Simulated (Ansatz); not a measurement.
Crystal: Be.

```
CELL_PARAMETERS angstrom
2.28530 0.00000 0.00000
-1.14265 1.97913 0.00000
0.00000 0.00000 3.58420
ATOMIC_POSITIONS crystal
Be 0.66667 0.33333 0.75000
Be 0.33333 0.66667 0.25000
```

Base run:

```yaml
Program: Ansatz 0.2.0
Functional: PBE
Potentials_or_basis: all-electron LAPW, scalar-relativistic
Cutoff: 140 eV (chosen from the basis error)
Basis_error_allowed: 0.001 eV/atom
k_mesh: 13 × 13 × 8
Occupations: gaussian, width 0.1 eV
Spin: no spin polarisation
```

Its results: band gap on the k mesh none (metal or under the smearing width); pressure -2.8 GPa.

**Question.** The run is repeated on the same cell with these changes: functional from PBE to LDA; dispersion from none to D4. What comes out?

**Answer.** Band gap on the k mesh none (metal or under the smearing width); pressure -10.4 GPa.

Several settings changed at once, so the effect can't be laid on one alone.

Caveats: pairwise dispersion overbinds metals, which lowers pressure and volume (some runs); the dispersion damping was fitted for another functional or another form of the correction (some runs).
